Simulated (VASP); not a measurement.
Set up this calculation in VASP 6.6.1, as the native input.

| Quantity | Value |
| --- | --- |
| Task | single point |
| Functional | LDA |
| Potentials or basis | VASP PAW LDA potentials, release 64 (Pb_d, O) |
| Cutoff | 520 eV |
| k mesh | 6 × 6 × 6 |
| Occupations | fermi-dirac, width 0.1 eV |
| Spin | no spin polarisation |
| Dipole correction | no |
| Further INCAR settings | ALGO = Normal; EDIFF = 1e-06; NBANDS = 20 |

The structure of PbO2 lies in POSCAR:

```
PbO2
1.0
    0.0000000000      2.5700000000      2.5700000000
    2.5700000000      0.0000000000      2.5700000000
    2.5700000000      2.5700000000      0.0000000000
Pb O
1 2
Direct
    0.0000000000      0.0000000000      0.0000000000
    0.2500000000      0.2500000000      0.2500000000
    0.7500000000      0.7500000000      0.7500000000
```

These files were run (other wordings do the same):

INCAR

```
ALGO = Normal
EDIFF = 1E-6
ENCUT = 520
ISIF = 2
ISMEAR = -1
LASPH = True
LCHARG = True
LELF = True
LREAL = False
LVHAR = True
LWAVE = False
NBANDS = 20
NELM = 60
PREC = Accurate
SIGMA = 0.1
```

KPOINTS

```
k-points
0
Gamma
  6 6 6
```

Potentials or basis: VASP PAW LDA potentials, release 64 (Pb_d, O).

The run is started by

```bash
$ cat potpaw_LDA.64/Pb_d/POTCAR potpaw_LDA.64/O/POTCAR > POTCAR
$ mpirun -np 1 vasp_std > vasp.out
```

It gave:

The pressure is 16.7 GPa and the band gap on the k mesh is none (metal or under the smearing width).

Caveat: so large a pressure means that the cell lies far from this level's equilibrium, or that cutoff or potentials fall short.

It took 16 s on 1 thread of Intel(R) Xeon(R) Platinum 8488C (Sapphire Rapids), on a shared host, peak memory 0.14 GiB.
